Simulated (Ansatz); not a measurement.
Run on Si$_{2}$Mo (AlB2 type): DFT, PBE, all-electron LAPW, scalar-relativistic (Ansatz 0.2.0).

The cell comes from a relaxation on PAW files under the same functional, begun from a prototype that needn't be the stable phase.

Command: `ansatz run input.yaml --threads 1 --pin off --max-ram 3072MiB --backend cpu --events-out ev --progress --plain --runs-dir out` It took 27 s on 1 thread of Arm Neoverse V2 (shared host), peak memory 0.36 GiB.

```yaml
crystal:
  lattice:
    - [4.308793949, 0.0, 0.0]
    - [-2.1543969745, 3.7315250194, 0.0]
    - [0.0, 0.0, 2.6091989549]
  atoms:
    - { symbol: Mo, position: [0.0, 0.0, 0.0] }
    - { symbol: Si, position: [0.3333333333, 0.6666666667, 0.5] }
    - { symbol: Si, position: [0.6666666667, 0.3333333333, 0.5] }
kpoints:
  mp_grid: { grid: [9, 9, 7] }
  band_path:
    path:
      - [0.0, 0.0, 0.0]
      - [0.5, 0.0, 0.0]
      - [0.3333333333, 0.3333333333, 0.0]
      - [0.0, 0.0, 0.0]
      - [0.0, 0.0, 0.5]
      - [0.5, 0.0, 0.5]
      - [0.3333333333, 0.3333333333, 0.5]
      - [0.0, 0.0, 0.5]
      - [0.5, 0.0, 0.5]
    npoints: 14
scf:
  occupations: { method: fermi_dirac, width: 0.08 }
hamiltonian:
  xc: pbe
  pseudopotentials: { kind: all_electron, lapw: { basis_error: 0.001 } }
output:
  forces: true
  stress: true
  eigenvalues: true
  populations: true
  dos: { projected: true, de: 0.2, e_range: [-14, 8] }
```

Output:

```
Mo: projections on atomic orbitals take those of the free atom 1s2 2s2 2p6 3s2 3p6 3d10 4s2 4p6 4d5 5s1, of charge +0.00 (hamiltonian.pseudopotentials.projection_atoms)
Si: projections on atomic orbitals take those of the free atom 1s2 2s2 2p6 3s2 3p2, of charge +0.00 (hamiltonian.pseudopotentials.projection_atoms)
LAPW: plane waves up to 8.512 Å⁻¹, error target 1.0e-3 eV per atom; small_component_spin mean_spin; Si in spheres of 1.244 Å, 12 of its electrons in bands, Dirac shells []; Mo in spheres of 1.305 Å, 30 of its electrons in bands, Dirac shells [] (how accurate: hamiltonian.pseudopotentials.lapw.basis_error, Limitations)
Engine: ansatz 0.2.0
Pseudopotentials: kind: all_electron
Pseudopotential: Mo, LAPW, valence charge 30, lapw/all_electron/scalar/gaussian/Mo, Koelling and Harmon's equation, gaussian nucleus
Pseudopotential: Si, LAPW, valence charge 12, lapw/all_electron/scalar/gaussian/Si, Koelling and Harmon's equation, gaussian nucleus
Functional definition: PBE
  parameter kappa = 0.804
  parameter beta = 0.06672455060314922
  exchange = pbe_x(kappa = kappa, mu = beta*pi^2/3)
  correlation = pbe_c(beta = beta)
Crystal: 3 atoms, lattice volume = 41.952 Å³
Basis set: ecut = 276.06188444672625 eV, 445 PW (Γ), exchange–correlation at level 2
Bands: 33, of which v1, the nominal top of the filled ones, is band 27 counted from 1 (26 counted from 0)
Symmetry: 24 space group operations
Space group: P6/mmm (ITA 191), of the structure as read, at distance tolerance 3.5e-5 Å
k-points: 48 of 567
Non-local potential: Mo, projectors of the file, none
Non-local potential: Si, projectors of the file, none
Initial density: superposition of atomic densities (chi_scale 0.1, normalization cell, long waves kept (reshape's long-wave potential 0.00 eV rms))
Initial wavefunctions: plane waves of lowest kinetic energy (no species holds an atomic orbital)
Functional: x = pbe(κ = 0.804, μ = 0.2195149727645171), c = pbe(β = 0.06672455060314922)
iter 1 solved again at ethr=4.22e-3 eV; its pass at ethr=1.00e-1 eV (dr2=2.28e0 eV) is discarded
SCF iter   1: F=—  HF=-125962.840061 eV  |F-HF|=—  |Δ(HF+E_count)|=         —  Δρ=5.68e-2  dr2=2.28e0  ethr=4.22e-3  ⟨swp⟩=2.0  Hψ=9926  notcnv=0
preconditioner: auto → none  [metal: Δε(μ)=0.028 eV  Ē_g=8.424 eV  σ=0.080 eV  W_gap=0.09  n_scr=8 (ndim 8)  ℏωp=21.5 eV  f_vac=0.000  D(μ)=1.73/eV (n_scr^D=8)  sad-step TF]
SCF iter   2: F=—  HF=-125962.065384 eV  |F-HF|=—  |Δ(HF+E_count)|=   7.75e-1  Δρ=1.91e-2  dr2=3.43e-1  ethr=4.22e-3  ⟨swp⟩=2.2  Hψ=4670  notcnv=0
iter 3 solved again at ethr=6.24e-5 eV; its pass at ethr=6.36e-4 eV (dr2=3.37e-2 eV) is discarded
SCF iter   3: F=—  HF=-125961.929533 eV  |F-HF|=—  |Δ(HF+E_count)|=   1.36e-1  Δρ=1.02e-2  dr2=3.37e-2  ethr=6.24e-5  ⟨swp⟩=2.0  Hψ=8040  notcnv=0
SCF iter   4: F=—  HF=-125961.923801 eV  |F-HF|=—  |Δ(HF+E_count)|=         —  Δρ=2.93e-3  dr2=1.01e-2  ethr=6.24e-5  ⟨swp⟩=2.0  Hψ=4538  notcnv=0
the basis was enlarged: its passes take 230.4 KiB over the memory plan, 1 of 1 planned eigensolver slots
SCF iter   5: F=—  HF=-125961.920518 eV  |F-HF|=—  |Δ(HF+E_count)|=   3.28e-3  Δρ=2.14e-4  dr2=2.02e-5  ethr=1.86e-5  ⟨swp⟩=2.0  Hψ=4540  notcnv=0
SCF iter   6: F=—  HF=-125961.920520 eV  |F-HF|=—  |Δ(HF+E_count)|=   1.92e-6  Δρ=1.02e-4  dr2=7.61e-6  ethr=3.75e-8  ⟨swp⟩=2.7  Hψ=4680  notcnv=0
SCF iter   7: F=-125961.920519 eV  HF=-125961.920519 eV  |F-HF|=2.31e-8  |Δ(HF+E_count)|=   1.24e-6  Δρ=8.04e-6  dr2=3.54e-8  ethr=1.41e-8  ⟨swp⟩=2.0  Hψ=4539  notcnv=0
SCF 1 converged in 7 iterations: F = -125961.920519 eV  dr2 = 3.54e-8
NSCF: frozen V_eff on 113 k-points
SCF converged after 7 iterations
Free energy (F): -125961.920519 eV
Harris-Foulkes:  -125961.920519 eV  (|F-HF|=2.31e-8)
Internal energy: -125961.890012 eV  (E = F + TS)
E sigma→0 (E₀):  -125961.905266 eV
Entropy (-TS):   -0.030507 eV (-10.169 meV/atom)
Fermi energy:    17.651237 eV
--- Per-component energies (eV) ---
  E_band       = -5512.826625
  E_kinetic    = 130005.034331
  E_xc         = -4510.544876
  E_electrostatic = -251456.379467  (all electrons and nuclei)
  E_smearing   = -0.030507  (= −TS)
  E_closure    = 0.000000  (closes the sum)
  E_atoms      = -125940.636991  (free atoms, spherical and without spin; not in F)
  Σ components = -125961.920519   (vs F -125961.920519, Δ=0.00e0)
  Basis errors (estimates in eV, not in F): energy 1.5e-4 per atom: plane waves 9.9e-5 (5.1e-5 summed), levels above the bands 8.1e-35, relativity 2.1e-8, radial functions 4.6e-5, core shells 6.0e-7; eigenvalues (radial functions only) 1.7e-6; not estimated: angular momenta, meshes, grids; target (lapw.basis_error) 1.0e-3; muffin-tin radii Si 1.244 Å, Mo 1.305 Å
--- Forces (eV/Å), atoms counted from 1 ---
  atom   1  Mo     0.00000000     0.00000000     0.00000000
  atom   2  Si     0.00000000     0.00000000     0.00000000
  atom   3  Si    -0.00000000    -0.00000000     0.00000000
  max |Σ_I F_I| component: 0.00e0 eV/Å
--- Stress (GPa, compression-positive) ---
        0.026276       0.000000       0.000000
        0.000000       0.026276       0.000000
        0.000000       0.000000      -0.032187
  P = ⅓ Tr σ = 0.0068 GPa (0.068 kbar)
--- Band table (eV; the first three rows and the last of 48) ---
  k-point 0: bands = ["-358.2961", "-358.2765", "-358.2765", "-200.1778", "-200.1778", "-200.1454", "-200.1454", "-200.1446", "-117.1635", "-117.1610", "-73.2138", "-73.2121", "-73.2109", "-73.2109", "-73.2005", "-73.2005", "-43.5820", "-17.6841", "-17.6841", "-16.9977", "3.9981", "11.4447", "11.4447", "12.6311", "13.5622", "16.7441", "16.7441", "19.3072", "19.3072", "20.7591", "20.7591", "23.5513", "23.9072"]
  k-point 1: bands = ["-358.2961", "-358.2765", "-358.2765", "-200.1778", "-200.1778", "-200.1454", "-200.1454", "-200.1446", "-117.1633", "-117.1608", "-73.2153", "-73.2136", "-73.2107", "-73.2107", "-73.2004", "-73.2004", "-43.5471", "-17.6505", "-17.6505", "-17.2791", "4.4513", "11.8289", "11.8289", "13.0491", "14.3274", "15.7569", "15.7569", "20.0956", "20.1817", "20.1817", "20.5015", "20.5015", "24.2802"]
  k-point 2: bands = ["-358.2961", "-358.2765", "-358.2765", "-200.1778", "-200.1778", "-200.1454", "-200.1454", "-200.1446", "-117.1630", "-117.1605", "-73.2187", "-73.2169", "-73.2105", "-73.2105", "-73.2002", "-73.2002", "-43.4676", "-17.8819", "-17.5742", "-17.5742", "5.7638", "12.9654", "12.9654", "13.9362", "14.2772", "14.2819", "14.2819", "19.0990", "19.3344", "19.3344", "21.8138", "21.8138", "22.8247"]
  k-point 47: bands = ["-358.2961", "-358.2765", "-358.2765", "-200.1778", "-200.1778", "-200.1454", "-200.1454", "-200.1445", "-117.1615", "-117.1615", "-73.2205", "-73.2205", "-73.2111", "-73.2051", "-73.2051", "-73.1991", "-43.4024", "-18.3357", "-17.5217", "-17.5217", "9.3535", "9.3535", "12.7817", "12.7817", "13.6341", "16.7335", "17.4850", "17.4850", "18.0457", "18.0457", "22.5858", "23.5448", "23.5448"]
--- Löwdin populations: 3 sites ---
  site symbol       q [e]
     0     Mo     41.9477
     1     Si     13.9048
     2     Si     13.9048
  spilling = 0.003466 (of n_electrons = 70.000000)
```

populations.tsv:

```
# site	symbol	l	j	q
# orbitals = lowdin
# n_electrons = 70.000000
# spilling = 0.003466
# projection_atom_Mo: 1s2 2s2 2p6 3s2 3p6 3d10 4s2 4p6 4d5 5s1
# projection_atom_Si: 1s2 2s2 2p6 3s2 3p2
0	Mo	0_1S	-	1.999996
0	Mo	0_2S	-	1.999801
0	Mo	0_3S	-	1.996571
0	Mo	0_4S	-	1.940319
0	Mo	0_5S	-	0.508200
0	Mo	1_2P	-	5.999999
0	Mo	1_3P	-	5.999905
0	Mo	1_4P	-	5.985535
0	Mo	2_3D	-	9.999971
0	Mo	2_4D	-	5.517359
1	Si	0_1S	-	1.999848
1	Si	0_2S	-	1.987699
1	Si	0_3S	-	1.225727
1	Si	1_2P	-	5.996680
1	Si	1_3P	-	2.694893
2	Si	0_1S	-	1.999848
2	Si	0_2S	-	1.987699
2	Si	0_3S	-	1.225727
2	Si	1_2P	-	5.996680
2	Si	1_3P	-	2.694893
```

Next run (volume at 0.94 of the series' base cell), as changes to the input before:

```diff
   lattice:
-    - [4.308793949, 0.0, 0.0]
-    - [-2.1543969745, 3.7315250194, 0.0]
-    - [0.0, 0.0, 2.6091989549]
+    - [4.2089319041, 0.0, 0.0]
+    - [-2.1044659521, 3.6450419518, 0.0]
+    - [0.0, 0.0, 2.5704117809]
   atoms:
   mp_grid: { grid: [9, 9, 7] }
-  band_path:
-    path:
-      - [0.0, 0.0, 0.0]
-      - [0.5, 0.0, 0.0]
-      - [0.3333333333, 0.3333333333, 0.0]
-      - [0.0, 0.0, 0.0]
-      - [0.0, 0.0, 0.5]
-      - [0.5, 0.0, 0.5]
-      - [0.3333333333, 0.3333333333, 0.5]
-      - [0.0, 0.0, 0.5]
-      - [0.5, 0.0, 0.5]
-    npoints: 14
 scf:
   populations: true
-  dos: { projected: true, de: 0.2, e_range: [-14, 8] }
```

Command: `ansatz run input.yaml --threads 1 --pin off --max-ram 3072MiB --backend cpu --events-out ev --progress --plain --runs-dir out` It took 14 s on 1 thread of Arm Neoverse V2, with other jobs on the host, peak memory 0.36 GiB.

Results part of the output:

```
SCF 1 converged in 7 iterations: F = -125961.829823 eV  dr2 = 4.00e-8
SCF converged after 7 iterations
Free energy (F): -125961.829823 eV
Harris-Foulkes:  -125961.829823 eV  (|F-HF|=2.89e-8)
Internal energy: -125961.800535 eV  (E = F + TS)
E sigma→0 (E₀):  -125961.815179 eV
Entropy (-TS):   -0.029287 eV (-9.762 meV/atom)
Fermi energy:    18.940442 eV
--- Per-component energies (eV) ---
  E_band       = -5443.578967
  E_kinetic    = 130013.803593
  E_xc         = -4512.984941
  E_electrostatic = -251462.619188  (all electrons and nuclei)
  E_smearing   = -0.029287  (= −TS)
  E_closure    = 0.000000  (closes the sum)
  E_atoms      = -125940.636991  (free atoms, spherical and without spin; not in F)
  Σ components = -125961.829823   (vs F -125961.829823, Δ=0.00e0)
  Basis errors (estimates in eV, not in F): energy 1.5e-4 per atom: plane waves 1.0e-4 (5.3e-5 summed), levels above the bands 2.4e-36, relativity 2.2e-8, radial functions 4.5e-5, core shells 9.3e-7; eigenvalues (radial functions only) 1.7e-6; not estimated: angular momenta, meshes, grids; target (lapw.basis_error) 1.0e-3; muffin-tin radii Si 1.215 Å, Mo 1.285 Å
--- Forces (eV/Å), atoms counted from 1 ---
  atom   1  Mo    -0.00000000    -0.00000000     0.00000000
  atom   2  Si     0.00000000    -0.00000000     0.00000000
  atom   3  Si    -0.00000000     0.00000000     0.00000000
  max |Σ_I F_I| component: 2.89e-19 eV/Å
--- Stress (GPa, compression-positive) ---
       12.222198       0.000000       0.000000
        0.000000      12.222198       0.000000
        0.000000       0.000000      12.198720
  P = ⅓ Tr σ = 12.2144 GPa (122.144 kbar)
--- Band table (eV; the first three rows and the last of 48) ---
  k-point 0: bands = ["-356.9052", "-356.8868", "-356.8868", "-198.7866", "-198.7866", "-198.7554", "-198.7554", "-198.7540", "-115.8071", "-115.8035", "-71.8529", "-71.8529", "-71.8527", "-71.8504", "-71.8389", "-71.8389", "-42.2798", "-16.4064", "-16.4064", "-15.6198", "4.7880", "12.3531", "12.3531", "14.0524", "14.6077", "18.0520", "18.0520", "20.6642", "20.6642", "22.3263", "22.3263", "24.9537", "25.7218"]
  k-point 1: bands = ["-356.9052", "-356.8868", "-356.8868", "-198.7866", "-198.7866", "-198.7554", "-198.7554", "-198.7540", "-115.8069", "-115.8033", "-71.8546", "-71.8527", "-71.8527", "-71.8522", "-71.8387", "-71.8387", "-42.2385", "-16.3670", "-16.3670", "-15.9436", "5.2592", "12.7498", "12.7498", "14.4788", "15.4010", "16.9313", "16.9313", "21.4203", "21.6539", "21.6539", "22.0212", "22.0212", "26.2895"]
  k-point 2: bands = ["-356.9052", "-356.8868", "-356.8868", "-198.7866", "-198.7866", "-198.7554", "-198.7554", "-198.7540", "-115.8065", "-115.8029", "-71.8588", "-71.8563", "-71.8524", "-71.8524", "-71.8384", "-71.8384", "-42.1443", "-16.6334", "-16.2774", "-16.2774", "6.6199", "13.9246", "13.9246", "14.9626", "15.3110", "15.3110", "15.7231", "20.5407", "20.6803", "20.6803", "23.3983", "23.3983", "24.6635"]
  k-point 47: bands = ["-356.9052", "-356.8868", "-356.8868", "-198.7866", "-198.7866", "-198.7554", "-198.7554", "-198.7540", "-115.8044", "-115.8044", "-71.8608", "-71.8608", "-71.8533", "-71.8451", "-71.8451", "-71.8369", "-42.0666", "-17.1485", "-16.2181", "-16.2181", "10.2802", "10.2802", "13.7668", "13.7668", "14.7241", "17.8930", "18.9127", "18.9127", "19.3641", "19.3641", "24.0322", "25.1572", "25.2809"]
--- Löwdin populations: 3 sites ---
  site symbol       q [e]
     0     Mo     41.9867
     1     Si     13.8785
     2     Si     13.8785
  spilling = 0.003660 (of n_electrons = 70.000000)
```

Next run (volume at 0.88 of the series' base cell), as changes to the input before:

```diff
   lattice:
-    - [4.2089319041, 0.0, 0.0]
-    - [-2.1044659521, 3.6450419518, 0.0]
-    - [0.0, 0.0, 2.5704117809]
+    - [4.1055846228, 0.0, 0.0]
+    - [-2.0527923114, 3.5555405807, 0.0]
+    - [0.0, 0.0, 2.5290144119]
   atoms:
```

Command: `ansatz run input.yaml --threads 1 --pin off --max-ram 3072MiB --backend cpu --events-out ev --progress --plain --runs-dir out` It took 14 s on 1 thread of Arm Neoverse V2 (shared host), peak memory 0.36 GiB.

Results part of the output:

```
SCF 1 converged in 7 iterations: F = -125961.511633 eV  dr2 = 7.78e-9
SCF converged after 7 iterations
Free energy (F): -125961.511633 eV
Harris-Foulkes:  -125961.511633 eV  (|F-HF|=4.54e-9)
Internal energy: -125961.480453 eV  (E = F + TS)
E sigma→0 (E₀):  -125961.496043 eV
Entropy (-TS):   -0.031181 eV (-10.394 meV/atom)
Fermi energy:    20.406617 eV
--- Per-component energies (eV) ---
  E_band       = -5365.758223
  E_kinetic    = 130024.501144
  E_xc         = -4515.770285
  E_electrostatic = -251470.211311  (all electrons and nuclei)
  E_smearing   = -0.031181  (= −TS)
  E_closure    = 0.000000  (closes the sum)
  E_atoms      = -125940.636991  (free atoms, spherical and without spin; not in F)
  Σ components = -125961.511633   (vs F -125961.511633, Δ=0.00e0)
  Basis errors (estimates in eV, not in F): energy 1.5e-4 per atom: plane waves 1.1e-4 (5.5e-5 summed), levels above the bands 5.2e-37, relativity 2.4e-8, radial functions 4.4e-5, core shells 1.5e-6; eigenvalues (radial functions only) 1.1e-6; not estimated: angular momenta, meshes, grids; target (lapw.basis_error) 1.0e-3; muffin-tin radii Si 1.185 Å, Mo 1.265 Å
--- Forces (eV/Å), atoms counted from 1 ---
  atom   1  Mo     0.00000000     0.00000000     0.00000000
  atom   2  Si     0.00000000    -0.00000000     0.00000000
  atom   3  Si    -0.00000000     0.00000000     0.00000000
  max |Σ_I F_I| component: 1.31e-31 eV/Å
--- Stress (GPa, compression-positive) ---
       29.223066      -0.000000       0.000000
       -0.000000      29.223066       0.000000
        0.000000       0.000000      29.172449
  P = ⅓ Tr σ = 29.2062 GPa (292.062 kbar)
--- Band table (eV; the first three rows and the last of 48) ---
  k-point 0: bands = ["-355.3332", "-355.3177", "-355.3177", "-197.2148", "-197.2148", "-197.1860", "-197.1860", "-197.1823", "-114.2896", "-114.2843", "-70.3334", "-70.3334", "-70.3297", "-70.3264", "-70.3142", "-70.3142", "-40.8226", "-14.9810", "-14.9810", "-14.0662", "5.6907", "13.3777", "13.3777", "15.6378", "15.7758", "19.5419", "19.5419", "22.1860", "22.1860", "24.0908", "24.0908", "26.5312", "27.6181"]
  k-point 1: bands = ["-355.3332", "-355.3177", "-355.3177", "-197.2148", "-197.2148", "-197.1860", "-197.1860", "-197.1823", "-114.2893", "-114.2841", "-70.3332", "-70.3332", "-70.3320", "-70.3287", "-70.3141", "-70.3141", "-40.7732", "-14.9344", "-14.9344", "-14.4427", "6.1822", "13.7879", "13.7879", "16.0722", "16.6047", "18.2579", "18.2579", "22.9141", "23.3174", "23.3174", "23.7270", "23.7270", "28.5400"]
  k-point 2: bands = ["-355.3332", "-355.3177", "-355.3177", "-197.2148", "-197.2148", "-197.1860", "-197.1860", "-197.1823", "-114.2887", "-114.2835", "-70.3373", "-70.3338", "-70.3328", "-70.3328", "-70.3137", "-70.3137", "-40.6603", "-15.2394", "-14.8280", "-14.8280", "7.5960", "15.0039", "15.0039", "16.1275", "16.4677", "16.4677", "17.3294", "22.1646", "22.1821", "22.1821", "25.1903", "25.1903", "26.7524"]
  k-point 47: bands = ["-355.3332", "-355.3177", "-355.3177", "-197.2148", "-197.2148", "-197.1860", "-197.1860", "-197.1823", "-114.2857", "-114.2857", "-70.3397", "-70.3397", "-70.3342", "-70.3229", "-70.3229", "-70.3116", "-40.5666", "-15.8283", "-14.7609", "-14.7609", "11.3193", "11.3193", "14.8770", "14.8770", "15.9712", "19.1998", "20.5058", "20.5058", "20.8559", "20.8559", "25.6504", "26.8545", "27.2270"]
--- Löwdin populations: 3 sites ---
  site symbol       q [e]
     0     Mo     42.0322
     1     Si     13.8481
     2     Si     13.8481
  spilling = 0.003881 (of n_electrons = 70.000000)
```

Next run (volume at 0.8 of the series' base cell), as changes to the input before:

```diff
   lattice:
-    - [4.1055846228, 0.0, 0.0]
-    - [-2.0527923114, 3.5555405807, 0.0]
-    - [0.0, 0.0, 2.5290144119]
+    - [3.9630789364, 0.0, 0.0]
+    - [-1.9815394682, 3.4321270362, 0.0]
+    - [0.0, 0.0, 2.4674206205]
   atoms:
```

Results part of the output:

```
SCF 1 converged in 7 iterations: F = -125960.573996 eV  dr2 = 8.26e-9
SCF converged after 7 iterations
Free energy (F): -125960.573996 eV
Harris-Foulkes:  -125960.573996 eV  (|F-HF|=6.78e-9)
Internal energy: -125960.543372 eV  (E = F + TS)
E sigma→0 (E₀):  -125960.558684 eV
Entropy (-TS):   -0.030624 eV (-10.208 meV/atom)
Fermi energy:    22.664687 eV
--- Per-component energies (eV) ---
  E_band       = -6146.079478
  E_kinetic    = 130042.652446
  E_xc         = -4520.144301
  E_electrostatic = -251483.051517  (all electrons and nuclei)
  E_smearing   = -0.030624  (= −TS)
  E_closure    = 0.000000  (closes the sum)
  E_atoms      = -125940.636991  (free atoms, spherical and without spin; not in F)
  Σ components = -125960.573996   (vs F -125960.573996, Δ=0.00e0)
  Basis errors (estimates in eV, not in F): energy 1.6e-4 per atom: plane waves 1.2e-4 (6.1e-5 summed), levels above the bands 2.2e-39, relativity 2.5e-8, radial functions 4.2e-5, core shells 4.6e-12; eigenvalues (radial functions only) 9.5e-7; not estimated: angular momenta, meshes, grids; target (lapw.basis_error) 1.0e-3; muffin-tin radii Si 1.144 Å, Mo 1.234 Å
--- Forces (eV/Å), atoms counted from 1 ---
  atom   1  Mo     0.00000000     0.00000000     0.00000000
  atom   2  Si     0.00000000    -0.00000000    -0.00000000
  atom   3  Si     0.00000000     0.00000000     0.00000000
  max |Σ_I F_I| component: 1.16e-18 eV/Å
--- Stress (GPa, compression-positive) ---
       62.931473      -0.000000       0.000000
       -0.000000      62.931473      -0.000000
        0.000000      -0.000000      62.814547
  P = ⅓ Tr σ = 62.8925 GPa (628.925 kbar)
--- Band table (eV; the first three rows and the last of 48) ---
  k-point 0: bands = ["-450.1857", "-352.8983", "-352.8865", "-352.8865", "-194.7792", "-194.7792", "-194.7537", "-194.7537", "-194.7474", "-111.9567", "-111.9479", "-67.9976", "-67.9976", "-67.9876", "-67.9824", "-67.9680", "-67.9680", "-38.5950", "-12.8081", "-12.8081", "-11.6606", "7.1187", "14.9639", "14.9639", "17.5605", "18.0483", "21.8797", "21.8797", "24.5371", "24.5371", "26.8173", "26.8173", "29.0074", "30.2860"]
  k-point 1: bands = ["-450.1857", "-352.8983", "-352.8865", "-352.8865", "-194.7792", "-194.7792", "-194.7537", "-194.7537", "-194.7474", "-111.9563", "-111.9476", "-67.9973", "-67.9973", "-67.9909", "-67.9856", "-67.9678", "-67.9678", "-38.5307", "-12.7482", "-12.7482", "-12.1319", "7.6424", "15.3946", "15.3946", "18.4611", "18.4935", "20.3186", "20.3186", "25.2468", "25.9063", "25.9063", "26.3563", "26.3563", "31.9517"]
  k-point 2: bands = ["-450.1857", "-352.8983", "-352.8865", "-352.8865", "-194.7792", "-194.7792", "-194.7537", "-194.7537", "-194.7474", "-111.9555", "-111.9468", "-67.9983", "-67.9967", "-67.9967", "-67.9927", "-67.9672", "-67.9672", "-38.3829", "-13.1175", "-12.6111", "-12.6111", "9.1379", "16.6725", "16.6725", "17.9665", "18.2526", "18.2526", "19.7628", "24.4884", "24.4884", "24.6819", "27.9757", "27.9757", "30.0268"]
  k-point 47: bands = ["-450.1857", "-352.8983", "-352.8865", "-352.8865", "-194.7792", "-194.7792", "-194.7537", "-194.7537", "-194.7473", "-111.9505", "-111.9505", "-68.0013", "-68.0013", "-67.9990", "-67.9815", "-67.9815", "-67.9640", "-38.2589", "-13.8343", "-12.5315", "-12.5315", "12.9289", "12.9289", "16.6006", "16.6006", "17.9481", "21.2296", "22.9103", "22.9103", "23.2030", "23.2030", "28.1447", "29.4924", "30.2151"]
--- Löwdin populations: 3 sites ---
  site symbol       q [e]
     0     Mo     42.1030
     1     Si     13.8009
     2     Si     13.8009
  spilling = 0.004217 (of n_electrons = 70.000000)
```
